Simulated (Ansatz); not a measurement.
Wanted: the native input for an Ansatz 0.2.0 run.

```yaml
Task: single point
Functional: revPBE
Dispersion: D4
Potentials_or_basis: Ansatz PAW
Cutoff: "420 eV (not typed: the program's choice for these potentials)"
k_mesh: 7 × 7 × 7
Occupations: fermi-dirac, width 0.05 eV
Spin: spin-orbit coupling, no magnetisation
```

HgTe:

```xyz
2
Lattice="0.0000 3.2626 3.2626 3.2626 0.0000 3.2626 3.2626 3.2626 0.0000" Properties=species:S:1:pos:R:3 pbc="T T T"
Hg    0.0000    0.0000    0.0000
Te    3.2626    3.2626    3.2626
```

Measurements of this composition are mostly on another form, of space group No. 216.

The cell isn't the ideal one: volume scaled by 1.08.

One way to write it, as run:

input.yaml

```yaml
crystal:
  lattice:
    - [0.0, 3.2626341063, 3.2626341063]
    - [3.2626341063, 0.0, 3.2626341063]
    - [3.2626341063, 3.2626341063, 0.0]
  atoms:
    - { symbol: Hg, position: [0.0, 0.0, 0.0] }
    - { symbol: Te, position: [0.5, 0.5, 0.5] }
hamiltonian:
  xc: revpbe
  pseudopotentials: { kind: paw_fr }
  dispersion: d4
magnetization:
  noncollinear: true
  spin_orbit: true
kpoints:
  mp_grid: { grid: [7, 7, 7] }
scf:
  occupations: { method: fermi_dirac, width: 0.05 }
  algorithm: direct_min
  initial_density: { chi_scale: 0.0 }
output:
  forces: true
  stress: true
  eigenvalues: true
basis:
  xc_grid: 4
```

Potentials or basis: Ansatz PAW.

The run is started by

```sh
$ ansatz run input.yaml --threads 1 --pin off --max-ram 2560MiB --backend cpu --events-out ev --progress --plain --runs-dir out
```

Results of the run:

```json
{"Pressure": "-7.0 GPa", "Band gap on the k mesh": "none (metal or under the smearing width)"}
```

Caveat: pairwise dispersion overbinds metals, which lowers pressure and volume; the PAW data sets come from PBE, with cores solved anew for the run's functional, which leaves a small shift of forces and pressure.

Wall time 48 s on 1 thread of Arm Neoverse V1 (shared host), peak memory 0.69 GiB.
